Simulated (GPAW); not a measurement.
Set up this calculation in GPAW 26.7.0, as an ASE script.

```yaml
Task: relaxation of cell and atoms
Functional: LDA
Potentials_or_basis: the program's PAW data sets (release 1.2.1) made for this functional
Cutoff: 800 eV
Basis: pw
k_mesh: 8 × 8 × 8
Occupations: fermi-dirac, width 0.05 eV
Spin: collinear spin, ferromagnetic start
Starting_moments: "[2.0, 0.0] μB"
Target_pressure: 30 GPa
Maxiter: 150
Optimizer: BFGS
Fmax: 0.02 eV/Å
Max_steps: 60
Target_pressure: 30 GPa
Convergence: density=1e-05 forces=0.0001
```

The structure of CoO lies in CoO.xyz:

```xyz
2
Lattice="0.0000000000 2.1315000000 2.1315000000 2.1315000000 0.0000000000 2.1315000000 2.1315000000 2.1315000000 0.0000000000" Properties=species:S:1:pos:R:3 pbc="T T T"
Co     0.0000000000      0.0000000000      0.0000000000
O      2.1315000000      2.1315000000      2.1315000000
```

One way to write it, as run:

run.py

```python
from ase.filters import FrechetCellFilter
from ase.io import read, write
from ase.optimize import BFGS
from ase.units import GPa
from gpaw import GPAW, PW

atoms = read('CoO.xyz')
atoms.set_initial_magnetic_moments([2.0, 0.0])

calc = GPAW(mode=PW(800),
            xc='LDA',
            kpts={'size': (8, 8, 8), 'gamma': True},
            occupations={'name': 'fermi-dirac', 'width': 0.05},
            nbands=17,
            convergence={'density': 1e-05, 'forces': 0.0001},
            maxiter=150,
            txt='gpaw.txt')
atoms.calc = calc
opt = BFGS(FrechetCellFilter(atoms, scalar_pressure=30 * GPa), trajectory='relax.traj', logfile='-')
done = opt.run(fmax=0.02, steps=60)
calc.write('gs.gpw')
write('result.traj', atoms)
print('Converged:', done)
print('Cell:', atoms.cell.cellpar().round(4))
print('Volume:', round(atoms.get_volume(), 4))
print(atoms.get_scaled_positions().round(5))
```

Potentials or basis: the program's PAW data sets (release 1.2.1) made for this functional, pw.

Command:

```console
$ OMP_NUM_THREADS=1 python run.py
```

It gave:

The relaxed volume is 7.64 Å³/atom, the relaxed cell is a = 2.786 Å, b = 2.786 Å, c = 2.786 Å, α = 60.00°, β = 60.00°, γ = 60.00° and the space group after relaxing (to 0.05 Å) is Fm-3m (No. 225). The energy change on relaxing (the enthalpy is what falls) is -4.2 meV/atom, the ionic steps are 5 and the pressure after relaxing is 30.0 GPa. The band gap on the k mesh is none (metal or under the smearing width) and the net moment is 1.72 μB per cell. The site moments are Co +1.53; O +0.11 μB.

Caveat: each step starts from the last one's moments, so a moment once lost doesn't come back; later steps reuse the first step's grids; the volume moved by over 15 % at a fixed basis, so the end points are rough; a cell with one magnetic atom can't hold antiferromagnetic order, which such compounds often take; semilocal functionals often make such compounds metallic where correlation or magnetic order opens a gap, which also shifts bond lengths.

It took 98 s on 1 thread of Arm Neoverse V1, with other jobs on the host, peak memory 0.21 GiB.
